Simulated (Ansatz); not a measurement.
## Rh: enthalpy against pressure

Rh, P6_3/mmc, a = 2.675 Å, c = 8.727 Å. This isn't the element's structure at ambient conditions. Ansatz: PBEsol, PAW, 420 eV, Γ-centred 18×18×6 mesh on 4 atoms, Gaussian smearing 0.10 eV; no spin polarisation. Cell and atoms are relaxed at each pressure, and no other structure is tried, so the rows at high pressure may lie past a change of phase. y is the enthalpy over the state at zero pressure; there V0 = 13.525 Å³/atom. The pressures are the targets, met within 0.03 GPa.

```
P (GPa) y (eV/atom)
   -3.0      -0.2545
    0.0       0.0000
    3.0       0.2519
    8.0       0.6665
   15.0            ?
   30.0       2.4237
   60.0       4.6840
```

Fit y = c1 P + c2 P² + c3 P³ to the other rows, say what c1 and c2 mean, and predict the missing value.

Least squares on the rows shown. y = 0.084365 P − 0.00013342 P² + 4.7404×10⁻⁷ P³. Since dH/dP = V, c1 is V0: 0.084365 eV/GPa × 160.2 = 13.515 Å³ against 13.525; c2 = −V0/(2B0) gives B0 = 316 GPa, where a Birch–Murnaghan fit to the volumes of the same runs (not shown) gives 294 GPa: a cubic over this range folds the higher terms into c2. At P = 15.0 the fit asked for gives 1.2371 eV/atom. The run gave 1.2367 eV/atom, so the fit is 0.0004 eV/atom too high, a small miss on the scale of the series.